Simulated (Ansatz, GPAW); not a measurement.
## 1T-TiSTe 3 layers, AA in an electric field

Wanted: the out-of-plane polarisability of 1T-TiSTe 3 layers, AA.

Calculated with GPAW 26.7.0 and Ansatz 0.2.0; Ansatz plane waves; layer without images along its normal, relaxation of atoms and in-plane cell, with D3(BJ) dispersion, in the first sound run; inputs show where later runs differ.

**1. The starting structure**

The cell holds 9 atoms: 3 Te, 3 Ti and 3 S. Its edges and angles: a = 3.580 Å, b = 3.580 Å, c = 30.415 Å, α = 90.0°, β = 90.0°, γ = 120.0°. Regions: layer 1: 1T-TiSTe, 3 atoms (1 Te, 1 Ti and 1 S); layer 2: 1T-TiSTe, 3 atoms (1 Te, 1 Ti and 1 S); layer 3: 1T-TiSTe, 3 atoms (1 Te, 1 Ti and 1 S). Vacuum lies along c.

**2. Relaxing the atoms**

The atoms are relaxed first, since the surface dipole, and with it the work function, follows the positions of the outer layers.

The input, input.yaml:

```yaml
crystal:
  lattice:
    - [3.58, 0.0, 0.0]
    - [-1.79, 3.1003709455, 0.0]
    - [0.0, 0.0, 30.4152479852]
  atoms:
    - { symbol: Te, position: [0.6666666667, 0.3333333333, 0.2301477208] }
    - { symbol: Ti, position: [0.0, 0.0, 0.2941841009] }
    - { symbol: S, position: [0.3333333333, 0.6666666667, 0.341004924] }
    - { symbol: Te, position: [0.6666666667, 0.3333333333, 0.4445713984] }
    - { symbol: Ti, position: [0.0, 0.0, 0.5086077785] }
    - { symbol: S, position: [0.3333333333, 0.6666666667, 0.5554286016] }
    - { symbol: Te, position: [0.6666666667, 0.3333333333, 0.658995076] }
    - { symbol: Ti, position: [0.0, 0.0, 0.7230314561] }
    - { symbol: S, position: [0.3333333333, 0.6666666667, 0.7698522792] }
  periodic: [true, true, false]
kpoints:
  mp_grid: { grid: [9, 9, 1] }
hamiltonian:
  xc: pbe
  dispersion: d3bj
scf:
  occupations: { method: fermi_dirac, width: 0.05 }
relax:
  f_tol: 0.01
  max_steps: 90
  cell: {}
```

Command:

```console
> ansatz run input.yaml --threads 4 --pin off --max-ram 8192MiB --backend cpu --events-out ev --progress --plain --runs-dir out
```

Numbers of over 12 decimals in the logs are rounded to 6 here.

The program printed:

```text
Warning: crystal.periodic: the lattice vector that does not repeat stood 0.000° off the slab's normal, 30.415 Å along it as the deck builds it. The run solves the slab on a vector along the normal, 56.630 Å long, with every atom where it was (on the deck's vector they left 14.00 Å outside them, and the widest stretch free of ions among them is 3.15 Å). A fractional position that the run reports is one of the run's ce [...]
crystal.periodic: the lattice vector that does not repeat stood 0.000° off the slab's normal, 30.415 Å along it as the deck builds it. The run solves the slab on a vector along the normal, 56.630 Å long, with every atom where it was (on the deck's vector they left 14.00 Å outside them, and the widest stretch free of ions among them is 3.15 Å). A fractional position that the run reports is one of the run's cell, which [...]
Engine: ansatz 0.2.0, x86_64-unknown-linux-gnu
Pseudopotentials: kind: paw
Pseudopotential: Te, paw, valence charge 16, recommended cutoff 420 eV (normal), Te.paw.azcp
Pseudopotential: Ti, paw, valence charge 12, recommended cutoff 420 eV (normal), Ti.paw.azcp
Pseudopotential: S, paw, valence charge 6, recommended cutoff 420 eV (normal), S.paw.azcp
Functional definition: PBE
  parameter kappa = 0.804
  parameter beta = 0.066725
  exchange = pbe_x(kappa = kappa, mu = beta*pi^2/3)
  correlation = pbe_c(beta = beta)
Crystal: 9 atoms, lattice volume = 628.560 Å³
Basis set: ecut = 420 eV, 12099 PW (Γ), exchange–correlation on 48×48×768 points (8 copies of the dense FFT grid, shifted against one another)
Bands: 62, of which v1, the nominal top of the filled ones, is band 51 counted from 1 (50 counted from 0)
Symmetry: 6 space group operations
Space group: P3m1 (ITA 156), of the structure as read, at distance tolerance 8.6e-5 Å
k-points: 12 of 81 (time reversal used)
Non-local potential: Te, projectors of the file, l = 0: 2, l = 1: 2, l = 2: 2, l = 3: 2
Non-local potential: Ti, projectors of the file, l = 0: 3, l = 1: 2, l = 2: 3, l = 3: 1
Non-local potential: S, projectors of the file, l = 0: 2, l = 1: 2, l = 2: 2
PAW form: soft (Blöchl's): semilocal exchange-correlation on the pseudo side does not see the compensation charge
PAW one-centre angular grid: Te, 590 points (default); XC on 64 Gauss nodes
PAW one-centre angular grid: Ti, 590 points (default); XC on 64 Gauss nodes
PAW one-centre angular grid: S, 110 points (default); XC on 64 Gauss nodes
Initial density: superposition of atomic densities (neutral atoms: chi_scale 0, normalization atom), corrected by the library's trained network
Initial wavefunctions: pseudopotential atomic-orbital guess
Functional: x = pbe(κ = 0.804, μ = 0.219515), c = pbe(β = 0.066725)
SCF iter   1: F=—  HF=-31157.738709 eV  |F-HF|=—  |Δ(HF+E_count)|=         —  Δρ=1.58e-2  dr2=8.82e1  ethr=1.77e-3  ⟨swp⟩=10.4  Hψ=3920  notcnv=0  defer=1
preconditioner: auto → LDOS  [metal: Δε(μ)=0.102 eV  Ē_g=6.119 eV  σ=0.050 eV  W_gap=0.42  n_scr=36 (ndim 8)  ℏωp=10.3 eV  f_vac=0.645  D(μ)=5.21/eV (n_scr^D=22)  β→1.0]
SCF iter   2: F=—  HF=-31157.681484 eV  |F-HF|=—  |Δ(HF+E_count)|=   5.72e-2  Δρ=1.79e-2  dr2=2.06e1  ethr=1.77e-3  ⟨swp⟩=3.8  Hψ=1300  notcnv=0  defer=16
SCF iter   3: F=—  HF=-31157.355035 eV  |F-HF|=—  |Δ(HF+E_count)|=   3.26e-1  Δρ=8.87e-3  dr2=8.84e0  ethr=1.77e-3  ⟨swp⟩=3.0  Hψ=1090  notcnv=0  defer=9
SCF iter   4: F=—  HF=-31157.242055 eV  |F-HF|=—  |Δ(HF+E_count)|=   1.13e-1  Δρ=1.18e-3  dr2=1.36e-1  ethr=1.77e-3  ⟨swp⟩=3.5  Hψ=1718  notcnv=0  defer=2
SCF iter   5: F=—  HF=-31157.233156 eV  |F-HF|=—  |Δ(HF+E_count)|=   8.90e-3  Δρ=8.63e-4  dr2=2.75e-2  ethr=1.34e-4  ⟨swp⟩=3.8  Hψ=1329  notcnv=0  defer=2
SCF iter   6: F=—  HF=-31157.232717 eV  |F-HF|=—  |Δ(HF+E_count)|=   4.39e-4  Δρ=3.01e-4  dr2=3.30e-3  ethr=2.69e-5  ⟨swp⟩=2.2  Hψ=843  notcnv=0  defer=2
SCF iter   7: F=—  HF=-31157.232985 eV  |F-HF|=—  |Δ(HF+E_count)|=   2.68e-4  Δρ=1.46e-4  dr2=4.50e-4  ethr=3.23e-6  ⟨swp⟩=2.5  Hψ=1056  notcnv=0  defer=2
SCF iter   8: F=—  HF=-31157.232967 eV  |F-HF|=—  |Δ(HF+E_count)|=   1.75e-5  Δρ=4.42e-5  dr2=6.03e-5  ethr=4.41e-7  ⟨swp⟩=2.8  Hψ=1085  notcnv=0  defer=2
SCF iter   9: F=—  HF=-31157.233184 eV  |F-HF|=—  |Δ(HF+E_count)|=   2.16e-4  Δρ=1.49e-5  dr2=3.19e-6  ethr=5.91e-8  ⟨swp⟩=2.2  Hψ=1086  notcnv=0  defer=2
SCF iter  10: F=—  HF=-31157.233185 eV  |F-HF|=—  |Δ(HF+E_count)|=   1.57e-6  Δρ=5.74e-6  dr2=8.42e-7  ethr=3.13e-9  ⟨swp⟩=3.0  Hψ=1262  notcnv=0  defer=2
SCF iter  11: F=-31157.233186 eV  HF=-31157.233185 eV  |F-HF|=7.17e-8  |Δ(HF+E_count)|=   3.48e-7  Δρ=1.16e-6  dr2=3.26e-8  ethr=9.80e-11  ⟨swp⟩=5.2  Hψ=3554  notcnv=0
SCF 1 converged in 11 iterations: F = -31157.233186 eV  dr2 = 3.26e-8
  greatest PAW one-centre occupation: 0.999 electrons in one spin orbital (limit 2), on the Ti atom at site 7 (counted from 0), in its partial waves of l = 0
relax step   1: F+E_penalty+E_count = -31157.23318554 eV  Δ(F+E_penalty+E_count) = +0.000e0 eV  max|allowed force component| = 1.600e0 eV/Å  Δτ_max = 0.0000 Å  P = -11.690 N/m  Ω = 628.560 Å³  fix = [c, alpha, beta]  reactions: c +0.000 N/m  (11 SCF iters, dr2 threshold 1.00e-7 eV, accepted)
Crystal: 9 atoms, lattice volume = 612.615 Å³
Basis set: ecut = 420 eV, 11871 PW (Γ), exchange–correlation on 48×48×768 points (8 copies of the dense FFT grid, shifted against one another)
Initial density: handed on by an earlier stage of this run
Initial wavefunctions: those handed on with the density
iter 1 solved again at ethr=1.37e-3 eV; its pass at ethr=3.10e-3 eV (dr2=1.40e0 eV) is discarded
SCF iter   1: F=—  HF=-31157.880608 eV  |F-HF|=—  |Δ(HF+E_count)|=         —  Δρ=8.78e-3  dr2=1.40e0  ethr=1.37e-3  ⟨swp⟩=1.8  Hψ=4747  notcnv=0
preconditioner: auto → LDOS  [metal: Δε(μ)=0.079 eV  Ē_g=6.434 eV  σ=0.050 eV  W_gap=0.37  n_scr=36 (ndim 8)  ℏωp=10.4 eV  f_vac=0.652  D(μ)=3.61/eV (n_scr^D=18)  β→1.0]
SCF iter   2: F=—  HF=-31157.971478 eV  |F-HF|=—  |Δ(HF+E_count)|=   9.09e-2  Δρ=9.78e-3  dr2=2.38e0  ethr=1.37e-3  ⟨swp⟩=5.3  Hψ=1525  notcnv=0  defer=2
SCF iter   3: F=—  HF=-31157.721555 eV  |F-HF|=—  |Δ(HF+E_count)|=   2.50e-1  Δρ=1.76e-3  dr2=5.06e-2  ethr=1.37e-3  ⟨swp⟩=3.4  Hψ=1304  notcnv=0  defer=12
SCF iter   4: F=—  HF=-31157.713649 eV  |F-HF|=—  |Δ(HF+E_count)|=   7.91e-3  Δρ=6.08e-4  dr2=1.41e-2  ethr=4.96e-5  ⟨swp⟩=4.0  Hψ=1539  notcnv=0  defer=14
SCF iter   5: F=—  HF=-31157.712894 eV  |F-HF|=—  |Δ(HF+E_count)|=   7.55e-4  Δρ=2.25e-4  dr2=3.57e-4  ethr=1.38e-5  ⟨swp⟩=2.8  Hψ=1098  notcnv=0  defer=12
[...]
SCF iter   5: F=—  HF=-31157.825556 eV  |F-HF|=—  |Δ(HF+E_count)|=   2.79e-4  Δρ=1.18e-4  dr2=3.54e-4  ethr=3.49e-6  ⟨swp⟩=2.9  Hψ=1095  notcnv=0  defer=8
SCF iter   6: F=—  HF=-31157.825692 eV  |F-HF|=—  |Δ(HF+E_count)|=   1.36e-4  Δρ=4.99e-5  dr2=5.20e-5  ethr=3.47e-7  ⟨swp⟩=3.0  Hψ=1120  notcnv=0  defer=8
SCF iter   7: F=—  HF=-31157.825695 eV  |F-HF|=—  |Δ(HF+E_count)|=   2.69e-6  Δρ=1.85e-5  dr2=8.25e-6  ethr=5.10e-8  ⟨swp⟩=3.1  Hψ=1254  notcnv=0  defer=8
SCF iter   8: F=—  HF=-31157.825697 eV  |F-HF|=—  |Δ(HF+E_count)|=   2.58e-6  Δρ=9.12e-6  dr2=2.71e-6  ethr=8.09e-9  ⟨swp⟩=2.6  Hψ=1293  notcnv=0  defer=8
SCF iter   9: F=-31157.825697 eV  HF=-31157.825697 eV  |F-HF|=3.23e-8  |Δ(HF+E_count)|=   3.01e-7  Δρ=1.94e-6  dr2=1.01e-7  ethr=8.82e-10  ⟨swp⟩=6.3  Hψ=2794  notcnv=0
SCF 3 converged in 9 iterations: F = -31157.825697 eV  dr2 = 1.01e-7
relax step   3: F+E_penalty+E_count = -31157.82569740 eV  Δ(F+E_penalty+E_count) = -1.123e-1 eV  max|allowed force component| = 9.355e-2 eV/Å  Δτ_max = 0.1915 Å  P = +0.182 N/m  Ω = 604.331 Å³  energy of the carried Pulay correction = +8.275e-4 eV  fix = [c, alpha, beta]  reactions: c +0.000 N/m  (9 SCF iters, dr2 threshold 9.00e-7 eV, accepted)
[...]
relax step   4: F+E_penalty+E_count = -31157.84952127 eV  Δ(F+E_penalty+E_count) = -2.382e-2 eV  max|allowed force component| = 9.184e-2 eV/Å  Δτ_max = 0.1914 Å  P = +0.173 N/m  Ω = 605.946 Å³  energy of the carried Pulay correction = +7.714e-4 eV  fix = [c, alpha, beta]  reactions: c +0.000 N/m  (9 SCF iters, dr2 threshold 5.47e-7 eV, accepted)
[...]
relax step   5: F+E_penalty+E_count = -31157.85161048 eV  Δ(F+E_penalty+E_count) = -2.089e-3 eV  max|allowed force component| = 1.853e-2 eV/Å  Δτ_max = 0.0673 Å  P = +0.005 N/m  Ω = 608.666 Å³  energy of the carried Pulay correction = +6.771e-4 eV  fix = [c, alpha, beta]  reactions: c +0.000 N/m  (8 SCF iters, dr2 threshold 5.27e-7 eV, accepted)
[...]
relax step   6: F+E_penalty+E_count = -31157.85162499 eV  Δ(F+E_penalty+E_count) = -1.450e-5 eV  max|allowed force component| = 1.647e-2 eV/Å  Δτ_max = 0.0172 Å  P = +0.003 N/m  Ω = 608.882 Å³  energy of the carried Pulay correction = +6.696e-4 eV  fix = [c, alpha, beta]  reactions: c +0.000 N/m  (8 SCF iters, dr2 threshold 2.15e-8 eV, accepted)
[...]
relax step   7: F+E_penalty+E_count = -31157.85173879 eV  Δ(F+E_penalty+E_count) = -1.138e-4 eV  max|allowed force component| = 1.153e-3 eV/Å  Δτ_max = 0.0080 Å  P = -0.002 N/m  Ω = 608.860 Å³  energy of the carried Pulay correction = +6.704e-4 eV  fix = [c, alpha, beta]  reactions: c -0.000 N/m  (7 SCF iters, dr2 threshold 1.70e-8 eV, accepted)
Initial wavefunctions: pseudopotential atomic-orbital guess (no wavefunctions were taken with the density)
iter 1 solved again at ethr=2.97e-6 eV; its pass at ethr=3.10e-3 eV (dr2=3.03e-3 eV) is discarded
SCF iter   1: F=—  HF=-31157.850802 eV  |F-HF|=—  |Δ(HF+E_count)|=         —  Δρ=1.63e-5  dr2=2.79e-7  ethr=2.97e-6  ⟨swp⟩=5.2  Hψ=6644  notcnv=0
eigensolver tolerance schedule: the retry pair's looser diagonalisation over-reported the residual by 10862.01 of it (diagonalisation noise at an unbounded share of the residual, at the tolerance the schedule requests for it); recorded, not acted on — ethr = c·dr2/N_el stays at c = 1.0e-1
preconditioner: auto → LDOS  [metal: Δε(μ)=0.028 eV  Ē_g=6.602 eV  σ=0.050 eV  W_gap=0.14  n_scr=36 (ndim 8)  ℏωp=10.4 eV  f_vac=0.663  D(μ)=5.04/eV (n_scr^D=22)  β→1.0]
SCF iter   2: F=—  HF=-31157.850984 eV  |F-HF|=—  |Δ(HF+E_count)|=   1.82e-4  Δρ=4.79e-6  dr2=2.84e-7  ethr=2.73e-10  ⟨swp⟩=5.5  Hψ=2718  notcnv=0
SCF iter   3: F=—  HF=-31157.850984 eV  |F-HF|=—  |Δ(HF+E_count)|=   5.23e-8  Δρ=2.11e-6  dr2=1.46e-7  ethr=2.73e-10  ⟨swp⟩=2.8  Hψ=1427  notcnv=0
SCF iter   4: F=—  HF=-31157.850984 eV  |F-HF|=—  |Δ(HF+E_count)|=   5.96e-9  Δρ=7.99e-7  dr2=7.00e-9  ethr=1.44e-10  ⟨swp⟩=2.9  Hψ=1197  notcnv=0
SCF iter   5: F=—  HF=-31157.850984 eV  |F-HF|=—  |Δ(HF+E_count)|=   7.84e-9  Δρ=2.25e-7  dr2=1.31e-9  ethr=6.86e-12  ⟨swp⟩=3.8  Hψ=1776  notcnv=0
SCF iter   6: F=—  HF=-31157.850984 eV  |F-HF|=—  |Δ(HF+E_count)|=   2.78e-9  Δρ=5.99e-8  dr2=6.82e-11  ethr=1.29e-12  ⟨swp⟩=3.2  Hψ=1453  notcnv=0
SCF iter   7: F=-31157.850984 eV  HF=-31157.850984 eV  |F-HF|=2.33e-10  |Δ(HF+E_count)|=  9.28e-10  Δρ=2.09e-8  dr2=9.36e-12  ethr=1.00e-12  ⟨swp⟩=8.8  Hψ=4666  notcnv=0
SCF 8 converged in 7 iterations: F = -31157.850984 eV  dr2 = 9.36e-12
relax step   8: F+E_penalty+E_count = -31157.85098390 eV  Δ(F+E_penalty+E_count) = +7.549e-4 eV  max|allowed force component| = 1.096e-3 eV/Å  Δτ_max = 0.0000 Å  P = +0.005 N/m  Ω = 608.860 Å³  fix = [c, alpha, beta]  reactions: c +0.000 N/m  stress off target by 5.17e-3 N/m on what of the cell is left free  SCF on the basis re-selected at this cell (its energy is not comparable with the rows above)  (7 SCF iters)
basis re-selected at this cell: Δ(F+E_penalty+E_count) = +7.549e-4 eV, ΔP = +0.007 N/m vs the last step (what re-selecting the basis moved, of the pressure what is left beyond the Pulay correction that the steps carried, after the strain that the cell walked since its last selection, with what the two solves' SCF thresholds leave and, on support functions, any second-order correction that the steps lacked; it is no m [...]
SCF converged after 7 iterations
Free energy (F): -31157.850984 eV
Harris-Foulkes:  -31157.850984 eV  (|F-HF|=2.33e-10)
Internal energy: -31157.812517 eV  (E = F + TS)
E sigma→0 (E₀):  -31157.831750 eV
Entropy (-TS):   -0.038467 eV (-4.274 meV/atom)
Fermi energy:    -4.890834 eV
--- Per-component energies (eV) ---
  E_band       = -2806.038596
  E_kinetic    = 1683.275634
  E_local      = -724973.870461  (includes V_loc(G=0)·N_el)
  E_nonlocal   = -822.982157
  E_hartree    = 361959.308466
  E_xc         = -960.477909
  E_vxc        = -945.737849  (∫ρ·V_xc dr)
  E_paw        = -18929.686101  (= ΣΔE_a)
  E_vpaw       = -1665.341205  (= ΣTr[D̂ρ^β])
  E_aug_tail   = -0.000168  (compensation charges beyond the density's cutoff)
  E_ewald      = 350890.313226
  E_disp       = -3.693046  (pairwise vdW)
  E_smearing   = -0.038467  (= −TS)
  E_closure    = 0.000000  (closes the sum)
  Σ components = -31157.850984   (vs F -31157.850984, Δ=0.00e0)
--- Forces (eV/Å), atoms counted from 1 ---
  atom   1  Te     0.00000000     0.00000000     0.00106830
  atom   2  Ti     0.00000000    -0.00000000    -0.00012547
  atom   3  S      0.00000000    -0.00000000    -0.00008249
  atom   4  Te     0.00000000     0.00000000    -0.00086920
  atom   5  Ti    -0.00000000    -0.00000000    -0.00065119
  atom   6  S      0.00000000    -0.00000000    -0.00034732
  atom   7  Te     0.00000000     0.00000000    -0.00019098
  atom   8  Ti    -0.00000000    -0.00000000     0.00109597
  atom   9  S      0.00000000    -0.00000000     0.00009978
  max |Σ_I F_I| component: 2.60e-6 eV/Å
--- 2D stress c σ (N/m, compression-positive) ---
        0.005173      -0.000000      -0.000000
       -0.000000       0.005173      -0.000000
       -0.000000      -0.000000       0.000000
  P = ½ c Tr σ = 0.0052 N/m
--- Relaxed structure (7 steps of the walk, 7 accepted, 1 SCFs on fresh bases) ---
  F+E_penalty+E_count = -31157.85098390 eV   max|allowed force component| = 1.096e-3 eV/Å   (the final SCF, on the basis selected at the relaxed cell)
  cell:  # Å, volume = 608.8599 Å³
    - [3.523451, 0, 0]
    - [-1.761725, 3.051398, 0]
    - [0, 0, 56.630496]
  atoms:
    - { symbol: Te, position: [0.666667, 0.333333, 0.132201] }
    - { symbol: Ti, position: [0, 0, 0.165794] }
    - { symbol: S, position: [0.333333, 0.666667, 0.188068] }
    - { symbol: Te, position: [0.666667, 0.333333, 0.240360] }
    - { symbol: Ti, position: [0, 0, 0.273806] }
    - { symbol: S, position: [0.333333, 0.666667, 0.296105] }
    - { symbol: Te, position: [0.666667, 0.333333, 0.348348] }
    - { symbol: Ti, position: [0, 0, 0.381975] }
    - { symbol: S, position: [0.333333, 0.666667, 0.404084] }
```

It took 69 s on 4 threads of Intel Xeon Platinum 8375C at 2.90GHz (Ice Lake), shared host; peak memory 1.4 GiB.

The steps of the relaxation:

| step | energy less that of the first step (eV) | largest force component (eV/Å) | volume (Å³) |
| --- | --- | --- | --- |
| 1 | 0.0000 | 1.6003 | 628.56 |
| 2 | -0.4802 | 0.6925 | 612.61 |
| 3 | -0.5925 | 0.0935 | 604.33 |
| 4 | -0.6163 | 0.0918 | 605.95 |
| 5 | -0.6184 | 0.0185 | 608.67 |
| 6 | -0.6184 | 0.0165 | 608.88 |
| 7 | -0.6186 | 0.0012 | 608.86 |
| 8* | -0.6178 | 0.0011 | 608.86 |

Relaxation steps marked * repeat the geometry before them on a plane-wave basis chosen anew for their cell, so energy and pressure can jump there.

Forces are held to the 6 operations that the run works with; a distortion that breaks them can't arise in this run.

| cell as run | before | after | change |
| --- | --- | --- | --- |
| a (Å) | 3.580 | 3.523 | -1.6 % |
| b (Å) | 3.580 | 3.523 | -1.6 % |

The atoms that moved most (Å, along periodic axes as changes of fractional coordinates times the final cell, across vacuum about the mean position):

| atom | dx | dy | dz | length |
| --- | --- | --- | --- | --- |
| S9 | 0.000 | 0.000 | -0.532 | 0.532 |
| Te1 | 0.000 | 0.000 | 0.487 | 0.487 |
| Ti2 | 0.000 | 0.000 | 0.441 | 0.441 |
| Ti8 | 0.000 | 0.000 | -0.360 | 0.360 |
| Te7 | 0.000 | 0.000 | -0.316 | 0.316 |
| S3 | 0.000 | 0.000 | 0.279 | 0.279 |
| S6 | 0.000 | 0.000 | -0.125 | 0.125 |
| Te4 | 0.000 | 0.000 | 0.090 | 0.090 |

Numbers from this step:

* free energy: -31157.8510 eV
* smearing term TS: 0.03847 eV
* symmetry operations: 6

The relaxation lowered the energy of the cell by 0.618 eV.

(Part 1 of 3 ends here.)

[Logs are printed without paths, hosts, clocks, repeated set-up lines and the standing remarks that a program may print on its own settings, such as how far it seeks lower states.]

[Hosts, paths, dates, database ids (printed as entryN), source tags and the programs' standing remarks are cut or masked in the printed files.]
